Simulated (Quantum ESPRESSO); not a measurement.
# TaN (P-6m2) in Quantum ESPRESSO: equation of state, part 2 of 2

Quantum ESPRESSO 7.5. The steps go on from the part before.

### Step 3. Single point, PBE, 10.34 Å³/atom

pw.in

```
&CONTROL
  calculation = 'scf'
  prefix = 'pwscf'
  outdir = './tmp'
  pseudo_dir = './pseudo'
  tprnfor = .true.
  tstress = .true.
  disk_io = 'nowf'
/
&SYSTEM
  ibrav = 0
  nat = 2
  ntyp = 2
  ecutwfc = 60
  ecutrho = 480
  nbnd = 15
  occupations = 'smearing'
  smearing = 'fd'
  degauss = 0.00367493
/
&ELECTRONS
  conv_thr = 4d-10
  electron_maxstep = 120
  mixing_beta = 0.5
/
ATOMIC_SPECIES
Ta   180.9479 Ta_pbe_v1.uspp.F.UPF
N     14.0070 N.pbe-n-radius_5.UPF
CELL_PARAMETERS angstrom
   2.8982924298    0.0000000000    0.0000000000
  -1.4491462149    2.5099948717    0.0000000000
   0.0000000000    0.0000000000    2.8440357641
ATOMIC_POSITIONS crystal
Ta     0.0000000000    0.0000000000    0.5000000000
N      0.6666666667    0.3333333333    0.0000000000
K_POINTS automatic
10 10 9 0 0 0
```

Potentials or basis: SSSP 1.3 efficiency PBE.

Started as:

```
$ OMP_NUM_THREADS=1 pw.x -in pw.in > pw.out
```

pw.out:

```text
This program is part of the open-source Quantum ESPRESSO suite
     for quantum simulation of materials; please cite
[... 9 lines left out ...]
     --------------------
     sticks:   dense  smooth     PW     G-vecs:    dense   smooth      PW
     Sum        1003     499    151                24703     8793    1533

     Using Slab Decomposition

     bravais-lattice index     =            0
     lattice parameter (alat)  =       5.4770  a.u.
     unit-cell volume          =     139.6197 (a.u.)^3
     number of atoms/cell      =            2
     number of atomic types    =            2
     number of electrons       =        18.00
     number of Kohn-Sham states=           15
     kinetic-energy cutoff     =      60.0000  Ry
     charge density cutoff     =     480.0000  Ry
     scf convergence threshold =      4.0E-10
     mixing beta               =       0.5000
     number of iterations used =            8  plain     mixing
     Exchange-correlation= PBE
                           (   1   4   3   4   0   0   0)

     celldm(1)=   5.476979  celldm(2)=   0.000000  celldm(3)=   0.000000
     celldm(4)=   0.000000  celldm(5)=   0.000000  celldm(6)=   0.000000

     crystal axes: (cart. coord. in units of alat)
               a(1) = (   1.000000   0.000000   0.000000 )
               a(2) = (  -0.500000   0.866025   0.000000 )
               a(3) = (   0.000000   0.000000   0.981280 )

     reciprocal axes: (cart. coord. in units 2 pi/alat)
               b(1) = (  1.000000  0.577350 -0.000000 )
[... 112 lines left out ...]
        k(   69) = (   0.3000000   0.5196152   0.3396925), wk =   0.0266667
        k(   70) = (   0.3000000   0.5196152   0.4529233), wk =   0.0266667

     Dense  grid:    24703 G-vectors     FFT dimensions: (  40,  40,  40)

     Smooth grid:     8793 G-vectors     FFT dimensions: (  27,  27,  27)

     Initial potential from superposition of free atoms

     starting charge      17.9989, renormalised to      18.0000

     negative rho (up, down):  9.410E-02 0.000E+00
     Starting wfcs are   17 randomized atomic wfcs

     Self-consistent Calculation

     iteration #  1     ecut=    60.00 Ry     beta= 0.50
     Davidson diagonalization with overlap
     ethr =  1.00E-02,  avg # of iterations =  3.2

     negative rho (up, down):  9.679E-02 0.000E+00
[... 67 lines left out ...]
     iteration #  9     ecut=    60.00 Ry     beta= 0.50
     Davidson diagonalization with overlap
     ethr =  3.84E-12,  avg # of iterations =  2.1

     negative rho (up, down):  1.003E-01 0.000E+00

     End of self-consistent calculation

          k = 0.0000 0.0000 0.0000 (  1117 PWs)   bands (ev):

   -47.2393 -13.5552 -13.2732 -13.2732   3.0826  16.4101  16.4101  16.7706
    18.1674  23.6562  24.9305  24.9305  25.4200  25.4200  34.4106
[... 343 lines left out ...]
   -47.0822 -14.2495 -14.0412 -13.8192   5.1914  12.7584  14.4126  17.0454
    20.6813  25.9391  26.4122  28.0564  28.8435  31.0860  33.3630

     the Fermi energy is    21.2317 ev

!    total energy              =    -162.23778376 Ry
     estimated scf accuracy    <          2.2E-11 Ry
     smearing contrib. (-TS)   =      -0.00002024 Ry
     internal energy E=F+TS    =    -162.23776352 Ry

     The total energy is F=E-TS. E is the sum of the following terms:
     one-electron contribution =      -4.15496399 Ry
     hartree contribution      =      14.58220510 Ry
     xc contribution           =     -47.94090705 Ry
     ewald contribution        =    -124.72409757 Ry

     convergence has been achieved in   9 iterations

     negative rho (up, down):  1.003E-01 0.000E+00

     Forces acting on atoms (cartesian axes, Ry/au):

     atom    1 type  1   force =     0.00000000    0.00000000    0.00000000
     atom    2 type  2   force =     0.00000000    0.00000000    0.00000000

     Total force =     0.000000     Total SCF correction =     0.000000

     Computing stress (Cartesian axis) and pressure

     negative rho (up, down):  1.003E-01 0.000E+00
          total   stress  (Ry/bohr**3)                   (kbar)     P=      203.35
   0.00131561  -0.00000000   0.00000000          193.53       -0.00        0.00
   0.00000000   0.00131561   0.00000000            0.00      193.53        0.00
   0.00000000   0.00000000   0.00151575            0.00        0.00      222.97

=------------------------------------------------------------------------------=
   JOB DONE.
=------------------------------------------------------------------------------=
```

Run time: 20 s. Hardware: 1 thread of Arm Neoverse V2, shared host; peak memory 0.21 GiB.

What came out:

| Quantity | Value |
| --- | --- |
| Free energy | -2207.3575 eV |
| Pressure | 20.3 GPa |
| Band gap on the k mesh | none (metal or under the smearing width) |

### Step 4. Single point, PBE, 10.56 Å³/atom

Edit pw.in of step 3 so:

```diff
@@ -29,5 +29,5 @@
 CELL_PARAMETERS angstrom
-   2.8982924298    0.0000000000    0.0000000000
-  -1.4491462149    2.5099948717    0.0000000000
-   0.0000000000    0.0000000000    2.8440357641
+   2.9182812851    0.0000000000    0.0000000000
+  -1.4591406425    2.5273057282    0.0000000000
+   0.0000000000    0.0000000000    2.8636504237
 ATOMIC_POSITIONS crystal
```

Started as:

```
$ OMP_NUM_THREADS=1 pw.x -in pw.in > pw.out
```

Wall time 20 s (1 thread of Arm Neoverse V2, shared host); peak memory 0.21 GiB.

It converged, with:

- Free energy: -2207.4014 eV
- Pressure: 11.9 GPa
- Band gap on the k mesh: none (metal or under the smearing width)

### Step 5. Single point, PBE, 10.78 Å³/atom

Edit pw.in of step 4 so:

```diff
@@ -29,5 +29,5 @@
 CELL_PARAMETERS angstrom
-   2.9182812851    0.0000000000    0.0000000000
-  -1.4591406425    2.5273057282    0.0000000000
-   0.0000000000    0.0000000000    2.8636504237
+   2.9380000000    0.0000000000    0.0000000000
+  -1.4690000000    2.5443826363    0.0000000000
+   0.0000000000    0.0000000000    2.8830000000
 ATOMIC_POSITIONS crystal
```

Started as:

```
$ OMP_NUM_THREADS=1 pw.x -in pw.in > pw.out
```

Run time: 20 s. Hardware: 1 thread of Arm Neoverse V2, shared host; peak memory 0.21 GiB.

Results (log left out):

| Property | Result |
| --- | --- |
| Free energy | -2207.4238 eV |
| Pressure | 4.4 GPa |
| Band gap on the k mesh | none (metal or under the smearing width) |

### Step 6. Single point, PBE, 10.99 Å³/atom

Edit pw.in of step 5 so:

```diff
@@ -29,5 +29,5 @@
 CELL_PARAMETERS angstrom
-   2.9380000000    0.0000000000    0.0000000000
-  -1.4690000000    2.5443826363    0.0000000000
-   0.0000000000    0.0000000000    2.8830000000
+   2.9574575207    0.0000000000    0.0000000000
+  -1.4787287603    2.5612333435    0.0000000000
+   0.0000000000    0.0000000000    2.9020932717
 ATOMIC_POSITIONS crystal
```

Potentials or basis: SSSP 1.3 efficiency PBE.

Started as:

```
$ OMP_NUM_THREADS=1 pw.x -in pw.in > pw.out
```

It took 20 s on 1 thread of Arm Neoverse V2, shared host; peak memory 0.22 GiB.

Results (log left out):

| Item | Value |
| --- | --- |
| Free energy | -2207.4269 eV |
| Pressure | -2.4 GPa |
| Band gap on the k mesh | none (metal or under the smearing width) |

### Step 7. Single point, PBE, 11.21 Å³/atom

Edit pw.in of step 6 so:

```diff
@@ -29,5 +29,5 @@
 CELL_PARAMETERS angstrom
-   2.9574575207    0.0000000000    0.0000000000
-  -1.4787287603    2.5612333435    0.0000000000
-   0.0000000000    0.0000000000    2.9020932717
+   2.9766623284    0.0000000000    0.0000000000
+  -1.4883311642    2.5778651949    0.0000000000
+   0.0000000000    0.0000000000    2.9209385612
 ATOMIC_POSITIONS crystal
```

Started as:

```
$ OMP_NUM_THREADS=1 pw.x -in pw.in > pw.out
```

It took 20 s on 1 thread of Arm Neoverse V2, shared host; peak memory 0.22 GiB.

The run converged. Its results:

```yaml
Free_energy: -2207.4127 eV
Pressure: -8.6 GPa
Band_gap_on_the_k_mesh: none (metal or under the smearing width)
```

### Step 8. Single point, PBE, 11.42 Å³/atom

Edit pw.in of step 7 so:

```diff
@@ -29,5 +29,5 @@
 CELL_PARAMETERS angstrom
-   2.9766623284    0.0000000000    0.0000000000
-  -1.4883311642    2.5778651949    0.0000000000
-   0.0000000000    0.0000000000    2.9209385612
+   2.9956224723    0.0000000000    0.0000000000
+  -1.4978112361    2.5942851611    0.0000000000
+   0.0000000000    0.0000000000    2.9395437670
 ATOMIC_POSITIONS crystal
```

Started as:

```
$ OMP_NUM_THREADS=1 pw.x -in pw.in > pw.out
```

Wall time 21 s (1 thread of Arm Neoverse V2, shared host); peak memory 0.23 GiB.

Results (log left out):

| Property | Result |
| --- | --- |
| Free energy | -2207.3828 eV |
| Pressure | -14.1 GPa |
| Band gap on the k mesh | none (metal or under the smearing width) |

### Step 9. Equation of state, PBE

Potentials or basis: SSSP 1.3 efficiency PBE.

This step only gathers the single runs of the series.

What came out:

```yaml
Equilibrium_volume: 10.92 Å³/atom
Bulk_modulus_at_fixed_shape_and_positions: 338 GPa
Pressure_derivative_of_the_bulk_modulus: 4.3
```

Energy against volume, from the lowest point:
| volume (Å³/atom) | energy (meV/atom) |
| --- | --- |
| 10.129 | 68.60 |
| 10.345 | 34.72 |
| 10.560 | 12.77 |
| 10.776 | 1.55 |
| 10.991 | 0.00 |
| 11.207 | 7.12 |
| 11.422 | 22.06 |

Caveat: the cell was scaled at fixed shape and fractional positions, which overstates the stiffness of a crystal with free parameters, most of all of layers and chains.
